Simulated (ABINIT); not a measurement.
# InP (F-43m) in ABINIT: notebook

Aim: see how the results for InP move with the level of theory and the settings. Levels: LDA, PBEsol, PBE. Tasks: single point.

Program: ABINIT 10.8.3 (patched build). These are calculated values, not measurements. Logs are shortened: lines on timing, memory, paths and dates and some standing lists are left out, and cuts for length are marked. The log counts tension as positive stress, the text compression.

**The experiment to reproduce.**

From a printed reference work, data compilation, for a bulk crystal of InP at 1.6 K: band gap 1.4236 eV (direct).

The runs below are set against these values where they give the same quantity.

### 1 The crystal as given

Symmetry: F-43m, No. 216, cubic system. Conventional cell: a = 5.861 Å, b = 5.861 Å, c = 5.861 Å, α = 90.00°, β = 90.00°, γ = 90.00°. Around In (site symmetry -43m) lie 4 P at 2.54 Å. P (site symmetry -43m) has 4 In at 2.54 Å as nearest neighbours.

### 2 Single point, LDA

The input, run.abi:

```
pp_dirpath "./"
pseudos "In.hgh, P.hgh"

acell 4.1443528445 4.1443528445 4.1443528445 Angstrom
rprim
     0.0000000000     0.7071067812     0.7071067812
     0.7071067812     0.0000000000     0.7071067812
     0.7071067812     0.7071067812     0.0000000000
ntypat 2
znucl 49 15
natom 2
typat 1 2
xred
     0.0000000000     0.0000000000     0.0000000000
     0.7500000000     0.7500000000     0.7500000000

ecut 462.593566 eV

kptopt 1
ngkpt 6 6 6
nshiftk 1
shiftk 0.0 0.0 0.0

ixc 7

nband 8
occopt 3
tsmear 0.05 eV

nstep 100
tolvrs 1.0e-10

iomode 3
prtwf 0
prteig 0
prtebands 0
enunit 2
prtvol 2
prtden 1
prtvha 1
prtvclmb 1
prtpot 1
prtelf 1
```

Potentials or basis: HGH LDA.

Run with:

```
abinit run.abi > log 2>&1
```

run.abo:

```text
.Version 10.8.3 of ABINIT
 Symmetries : space group F-4 3 m (#216); Bravais cF (face-center cubic)
================================================================================
 Values of the parameters that define the memory need of the present run
     intxc =       0    ionmov =       0      iscf =       7    lmnmax =       6
     lnmax =       6     mgfft =      30  mpssoang =       3    mqgrid =    3001
     natom =       2  nloc_mem =       1    nspden =       1   nspinor =       1
    nsppol =       1      nsym =      24    n1xccc =       0    ntypat =       2
    occopt =       3   xclevel =       1
       mpw =        1154          nfft =       27000          nkpt =          16
================================================================================
================================================================================

--------------------------------------------------------------------------------
------------- Echo of variables that govern the present computation ------------
--------------------------------------------------------------------------------
 -outvars: echo values of preprocessed input variables --------
            acell      7.8316918452E+00  7.8316918452E+00  7.8316918452E+00 Bohr
              amu      1.14820000E+02  3.09737620E+01
             ecut      1.70000000E+01 Hartree
           enunit           2
              ixc           7
         kptrlatt        6    0    0      0    6    0      0    0    6
          kptrlen      4.69901511E+01
            natom           2
            nband           8
            ngfft          30      30      30
             nkpt          16
            nstep         100
             nsym          24
           ntypat           2
           occopt           3
        prtebands           0
           prteig           0
           prtelf           1
           prtpot           1
         prtvclmb           1
           prtvha           1
           prtvol           2
            prtwf           0
            rprim      0.0000000000E+00  7.0710678120E-01  7.0710678120E-01
                       7.0710678120E-01  0.0000000000E+00  7.0710678120E-01
                       7.0710678120E-01  7.0710678120E-01  0.0000000000E+00
          spgroup         216
           tolvrs      1.00000000E-10
           tsmear      1.83746611E-03 Hartree
            typat      1  2
           xangst      0.0000000000E+00  0.0000000000E+00  0.0000000000E+00
                       4.3957500000E+00  4.3957500000E+00  4.3957500000E+00
            xcart      0.0000000000E+00  0.0000000000E+00  0.0000000000E+00
                       8.3067636180E+00  8.3067636180E+00  8.3067636180E+00
             xred      0.0000000000E+00  0.0000000000E+00  0.0000000000E+00
                       7.5000000000E-01  7.5000000000E-01  7.5000000000E-01
            znucl       49.00000   15.00000

================================================================================

 chkinp: Checking input parameters for consistency.

================================================================================
== DATASET  1 ==================================================================

--- !DatasetInfo
iteration_state: {dtset: 1, }
dimensions: {natom: 2, nkpt: 16, mband: 8, nsppol: 1, nspinor: 1, nspden: 1, mpw: 1154, }
cutoff_energies: {ecut:  17.0, pawecutdg:  -1.0, }
electrons: {nelect:   8.00000000E+00, charge:   0.00000000E+00, occopt:   3.00000000E+00, tsmear:   1.83746611E-03, }
meta: {optdriver: 0, ionmov: 0, optcell: 0, iscf: 7, paral_kgb: 0, }
...

 Exchange-correlation functional for the present dataset will be:
  LDA: Perdew-Wang 92 LSD fit to Ceperley-Alder data - ixc=7
  J.P.Perdew and Y.Wang, PRB 45, 13244 (1992)

 Real(R)+Recip(G) space primitive vectors, cartesian coordinates (Bohr,Bohr^-1):
 R(1)=  0.0000000  5.5378424  5.5378424  G(1)= -0.0902879  0.0902879  0.0902879
 R(2)=  5.5378424  0.0000000  5.5378424  G(2)=  0.0902879 -0.0902879  0.0902879
 R(3)=  5.5378424  5.5378424  0.0000000  G(3)=  0.0902879  0.0902879 -0.0902879
 Unit cell volume ucvol=  3.3966576E+02 bohr^3
 Angles (23,13,12)=  6.00000000E+01  6.00000000E+01  6.00000000E+01 degrees

 getcut: wavevector=  0.0000  0.0000  0.0000  ngfft=  30  30  30
         ecut(hartree)=     17.000   => boxcut(ratio)=   2.06613

--- Pseudopotential description ------------------------------------------------
- pspini: atom type   1  psp file is ./In.hgh
    3    1    2    0      2001   0.00000      pspcod,pspxc,lmax,lloc,mmax,r2well

 pspatm : COMMENT -
  the projectors are not normalized,
  so that the KB energies are not consistent with
  definition in PRB44, 8503 (1991).
  However, this does not influence the results obtained hereafter.

- pspini: atom type   2  psp file is ./P.hgh
    3    1    1    0      2001   0.00000      pspcod,pspxc,lmax,lloc,mmax,r2well
[... 116 lines left out ...]
  -0.3333  0.3333  0.1667    1  9.24722E-10 kpt; spin; max resid(k); each band:
  2.91E-17 1.70E-16 6.97E-16 3.44E-16 5.43E-16 1.77E-15 7.12E-15 9.25E-10
  -0.3333  0.5000  0.1667    1  9.72747E-16 kpt; spin; max resid(k); each band:
  2.03E-17 1.20E-16 6.41E-16 3.75E-16 4.08E-16 6.46E-16 3.41E-16 9.73E-16
 reduced coordinates (array xred) for    2 atoms
       0.000000000000      0.000000000000      0.000000000000
       0.750000000000      0.750000000000      0.750000000000
 rms dE/dt=  0.0000E+00; max dE/dt=  0.0000E+00; dE/dt below (all hartree)
    1       0.000000000000      0.000000000000      0.000000000000
    2       0.000000000000      0.000000000000      0.000000000000

 cartesian coordinates (angstrom) at end:
    1      0.00000000000000     0.00000000000000     0.00000000000000
    2      4.39575000004719     4.39575000004719     4.39575000004719

 cartesian forces (hartree/bohr) at end:
    1     -0.00000000000000    -0.00000000000000    -0.00000000000000
    2     -0.00000000000000    -0.00000000000000    -0.00000000000000
 frms,max,avg= 0.0000000E+00 0.0000000E+00   0.000E+00  0.000E+00  0.000E+00 h/b

 cartesian forces (eV/Angstrom) at end:
    1     -0.00000000000000    -0.00000000000000    -0.00000000000000
    2     -0.00000000000000    -0.00000000000000    -0.00000000000000
 frms,max,avg= 0.0000000E+00 0.0000000E+00   0.000E+00  0.000E+00  0.000E+00 e/A
 length scales=  7.831691845232  7.831691845232  7.831691845232 bohr
              =  4.144352844500  4.144352844500  4.144352844500 angstroms
 Fermi (or HOMO) energy (hartree) =   0.11059   Average Vxc (hartree)=  -0.30283
 Eigenvalues (hartree) for nkpt=  16  k points:
 kpt#   1, nband=  8, wtk=  0.00463, kpt=  0.0000  0.0000  0.0000 (reduced coord)
  -0.32442    0.09522    0.09522    0.09522    0.12390    0.24700    0.24700    0.24700
      occupation numbers for kpt#   1
   2.00000    1.99953    1.99953    1.99953    0.00142    0.00000    0.00000    0.00000
 kpt#   2, nband=  8, wtk=  0.03704, kpt=  0.1667  0.0000  0.0000 (reduced coord)
  -0.31440    0.01375    0.08434    0.08434    0.16440    0.26283    0.26341    0.26341
      occupation numbers for kpt#   2
   2.00000    2.00000    2.00000    2.00000    0.00000    0.00000    0.00000    0.00000
 kpt#   3, nband=  8, wtk=  0.03704, kpt=  0.3333  0.0000  0.0000 (reduced coord)
  -0.28818   -0.07366    0.06765    0.06765    0.15717    0.27554    0.27554    0.33063
      occupation numbers for kpt#   3
   2.00000    2.00000    2.00000    2.00000    0.00000    0.00000    0.00000    0.00000
 kpt#   4, nband=  8, wtk=  0.01852, kpt=  0.5000  0.0000  0.0000 (reduced coord)
  -0.26871   -0.11518    0.06083    0.06083    0.15075    0.27290    0.27290    0.36042
      occupation numbers for kpt#   4
   2.00000    2.00000    2.00000    2.00000    0.00000    0.00000    0.00000    0.00000
 kpt#   5, nband=  8, wtk=  0.02778, kpt=  0.1667  0.1667  0.0000 (reduced coord)
[... 32 lines left out ...]
  -0.24562   -0.11702    0.01206    0.01206    0.15810    0.17796    0.43938    0.44949
      occupation numbers for kpt#  13
   2.00000    2.00000    2.00000    2.00000    0.00000    0.00000    0.00000    0.00000
 kpt#  14, nband=  8, wtk=  0.11111, kpt=  0.5000  0.3333  0.1667 (reduced coord)
  -0.26703   -0.08559   -0.00349    0.03318    0.22794    0.23732    0.28258    0.37270
      occupation numbers for kpt#  14
   2.00000    2.00000    2.00000    2.00000    0.00000    0.00000    0.00000    0.00000
 kpt#  15, nband=  8, wtk=  0.11111, kpt= -0.3333  0.3333  0.1667 (reduced coord)
  -0.25132   -0.10747   -0.01817    0.01999    0.23193    0.25450    0.30961    0.36866
      occupation numbers for kpt#  15
   2.00000    2.00000    2.00000    2.00000    0.00000    0.00000    0.00000    0.00000
 kpt#  16, nband=  8, wtk=  0.05556, kpt= -0.3333  0.5000  0.1667 (reduced coord)
  -0.24423   -0.11235   -0.00758   -0.00527    0.21593    0.23113    0.34814    0.35753
      occupation numbers for kpt#  16
   2.00000    2.00000    2.00000    2.00000    0.00000    0.00000    0.00000    0.00000
 Fermi (or HOMO) energy (eV) =   3.00923   Average Vxc (eV)=  -8.24042
 Eigenvalues (   eV  ) for nkpt=  16  k points:
 kpt#   1, nband=  8, wtk=  0.00463, kpt=  0.0000  0.0000  0.0000 (reduced coord)
  -8.82799    2.59112    2.59112    2.59112    3.37163    6.72120    6.72120    6.72120
 kpt#   2, nband=  8, wtk=  0.03704, kpt=  0.1667  0.0000  0.0000 (reduced coord)
  -8.55516    0.37404    2.29494    2.29494    4.47350    7.15185    7.16765    7.16765
 kpt#   3, nband=  8, wtk=  0.03704, kpt=  0.3333  0.0000  0.0000 (reduced coord)
  -7.84165   -2.00433    1.84074    1.84074    4.27691    7.49772    7.49772    8.99697
 kpt#   4, nband=  8, wtk=  0.01852, kpt=  0.5000  0.0000  0.0000 (reduced coord)
  -7.31190   -3.13431    1.65527    1.65527    4.10219    7.42602    7.42602    9.80749
 kpt#   5, nband=  8, wtk=  0.02778, kpt=  0.1667  0.1667  0.0000 (reduced coord)
  -8.46281    0.39629    1.78807    1.78807    5.37013    5.73200    7.94254    7.94254
 kpt#   6, nband=  8, wtk=  0.11111, kpt=  0.3333  0.1667  0.0000 (reduced coord)
  -7.88253   -1.40712    1.10307    1.30801    5.36571    6.42723    8.15481    8.61371
 kpt#   7, nband=  8, wtk=  0.11111, kpt=  0.5000  0.1667  0.0000 (reduced coord)
  -7.19619   -2.88615    0.43448    1.23932    5.21495    7.06012    8.37252    9.24656
 kpt#   8, nband=  8, wtk=  0.11111, kpt= -0.3333  0.1667  0.0000 (reduced coord)
  -7.38937   -2.51643    0.25520    1.61009    5.35972    7.28772    8.03296    9.06272
 kpt#   9, nband=  8, wtk=  0.05556, kpt= -0.1667  0.1667  0.0000 (reduced coord)
  -8.12650   -0.86228    0.90274    2.16669    5.38413    7.06545    7.47231    7.97758
 kpt#  10, nband=  8, wtk=  0.02778, kpt=  0.3333  0.3333  0.0000 (reduced coord)
  -7.48139   -1.91946    0.73419    0.73419    4.62326    5.47687   10.26994   10.27374
 kpt#  11, nband=  8, wtk=  0.11111, kpt=  0.5000  0.3333  0.0000 (reduced coord)
  -6.89302   -2.83790   -0.16771    0.59438    4.81097    6.08211    9.83105   10.50772
 kpt#  12, nband=  8, wtk=  0.05556, kpt= -0.3333  0.3333  0.0000 (reduced coord)
  -6.83959   -2.88565   -0.78454    0.96485    5.20321    7.88351    9.54852    9.63728
 kpt#  13, nband=  8, wtk=  0.01389, kpt=  0.5000  0.5000  0.0000 (reduced coord)
  -6.68364   -3.18426    0.32828    0.32828    4.30215    4.84257   11.95602   12.23125
 kpt#  14, nband=  8, wtk=  0.11111, kpt=  0.5000  0.3333  0.1667 (reduced coord)
  -7.26630   -2.32908   -0.09499    0.90293    6.20250    6.45776    7.68932   10.14159
 kpt#  15, nband=  8, wtk=  0.11111, kpt= -0.3333  0.3333  0.1667 (reduced coord)
  -6.83888   -2.92439   -0.49452    0.54382    6.31116    6.92540    8.42480   10.03184
 kpt#  16, nband=  8, wtk=  0.05556, kpt= -0.3333  0.5000  0.1667 (reduced coord)
  -6.64580   -3.05711   -0.20628   -0.14345    5.87571    6.28926    9.47342    9.72882
 Total charge density [el/Bohr^3]
)     Maximum=    1.1743E-01  at reduced coord.    0.8000    0.8000    0.8333
)Next maximum=    1.1743E-01  at reduced coord.    0.5667    0.8000    0.8333
)     Minimum=    1.7585E-05  at reduced coord.    0.0000    0.0000    0.0000
)Next minimum=    5.5117E-05  at reduced coord.    0.0333    0.0000    0.0000
   Integrated=    8.0000E+00

--- !EnergyTerms
iteration_state     : {dtset: 1, }
comment             : Components of total free energy in Hartree
kinetic             :  3.25106609108269E+00
hartree             :  1.06152275930445E+00
xc                  : -2.38651455099839E+00
Ewald energy        : -8.12335275330980E+00
psp_core            :  3.47047988394223E-01
local_psp           : -4.26801682752319E+00
non_local_psp       :  1.41421848361895E+00
internal            : -8.70402880943107E+00
'-kT*entropy'       : -2.14149046080859E-07
total_energy        : -8.70402902358012E+00
total_energy_eV     : -2.36848695656867E+02
band_energy         : -5.93166726077821E-01
...

 Cartesian components of stress tensor (hartree/bohr^3)
  sigma(1 1)=  1.59630502E-04  sigma(3 2)=  0.00000000E+00
  sigma(2 2)=  1.59630502E-04  sigma(3 1)=  0.00000000E+00
  sigma(3 3)=  1.59630502E-04  sigma(2 1)=  0.00000000E+00

-Cartesian components of stress tensor (GPa)         [Pressure= -4.6965E+00 GPa]
- sigma(1 1)=  4.69649151E+00  sigma(3 2)=  0.00000000E+00
- sigma(2 2)=  4.69649151E+00  sigma(3 1)=  0.00000000E+00
- sigma(3 3)=  4.69649151E+00  sigma(2 1)=  0.00000000E+00

== END DATASET(S) ==============================================================
================================================================================

 -outvars: echo values of variables after computation  --------
            acell      7.8316918452E+00  7.8316918452E+00  7.8316918452E+00 Bohr
           etotal     -8.7040290236E+00
            fcart     -0.0000000000E+00 -0.0000000000E+00 -0.0000000000E+00
                      -0.0000000000E+00 -0.0000000000E+00 -0.0000000000E+00
            rprim      0.0000000000E+00  7.0710678120E-01  7.0710678120E-01
                       7.0710678120E-01  0.0000000000E+00  7.0710678120E-01
                       7.0710678120E-01  7.0710678120E-01  0.0000000000E+00
           strten      1.5963050177E-04  1.5963050177E-04  1.5963050177E-04
                       0.0000000000E+00  0.0000000000E+00  0.0000000000E+00
           xangst      0.0000000000E+00  0.0000000000E+00  0.0000000000E+00
                       4.3957500000E+00  4.3957500000E+00  4.3957500000E+00
             xred      0.0000000000E+00  0.0000000000E+00  0.0000000000E+00
                       7.5000000000E-01  7.5000000000E-01  7.5000000000E-01
 Calculation completed.
```

Wall time 3 s (1 thread of Arm Neoverse V2, shared host); peak memory 0.07 GiB.

Results:

| Property | Result |
| --- | --- |
| Free energy | -236.8487 eV |
| Band gap on the k mesh | 0.78 eV, direct |
| Valence electrons inside the program's atomic spheres | In 0.67; P 2.77 |

Caveat: the cutoff is too short for stress, so the log's stress isn't used; spin-orbit coupling is left out, which moves the levels of the heavy elements; HGH potentials are hard and often keep d shells in the core, so these values are rough. A hybrid or GW would open this gap; LDA tends to underestimate it.

### 3 Single point, LDA

The input, run.abi:

```
# Pseudopotentials
pp_dirpath "./"
pseudos "In.LDA_PW-JTH.xml, P.LDA_PW-JTH.xml"

# Structure
acell 4.1443528445 4.1443528445 4.1443528445 Angstrom
rprim
     0.0000000000     0.7071067812     0.7071067812
     0.7071067812     0.0000000000     0.7071067812
     0.7071067812     0.7071067812     0.0000000000
ntypat 2
znucl 49 15
natom 2
typat 1 2
xred
     0.0000000000     0.0000000000     0.0000000000
     0.7500000000     0.7500000000     0.7500000000

# Plane-wave basis
ecut 15.0
pawecutdg 30.0

# k points
kptopt 1
ngkpt 6 6 6
nshiftk 1
shiftk 0.0 0.0 0.0

# Exchange and correlation
ixc 7

# Bands and occupations
nband 13
occopt 3
tsmear 0.05 eV

# SCF cycle
nstep 100
tolvrs 1.0e-9

# Output
iomode 3
prtwf 0
prtden 0
prteig 0
prtebands 0
enunit 1
```

Potentials or basis: JTH PAW LDA v2.0.

Run with:

```
abinit run.abi > log 2>&1
```

Run time: 5.8 s. Hardware: 1 thread of Arm Neoverse V2, shared host; peak memory 0.08 GiB.

Results (log left out):

- Free energy: -1765.9387 eV
- Band gap on the k mesh: 0.45 eV, direct
- Valence electrons inside the program's atomic spheres: In 11.29; P 1.60

Levels at points of the mesh, in eV from the valence-band top:
```csv
k point,band 5,band 6,band 7,band 8,band 9,band 10,band 11,band 12,band 13
"(0.00, 0.00, 0.00)",-14.01,-11.58,0.00,0.00,0.00,0.45,3.95,3.95,3.95
"(0.50, 0.00, 0.00)",-14.00,-9.82,-5.86,-1.00,-1.00,1.29,4.70,4.70,6.89
"(0.50, 0.50, 0.00)",-13.97,-9.14,-5.90,-2.37,-2.37,1.60,2.11,8.98,9.40
```

Caveat: the cutoff is too short for stress, so the log's stress isn't used; spin-orbit coupling is left out, which moves the levels of the heavy elements.

[end of part 1 of 2]
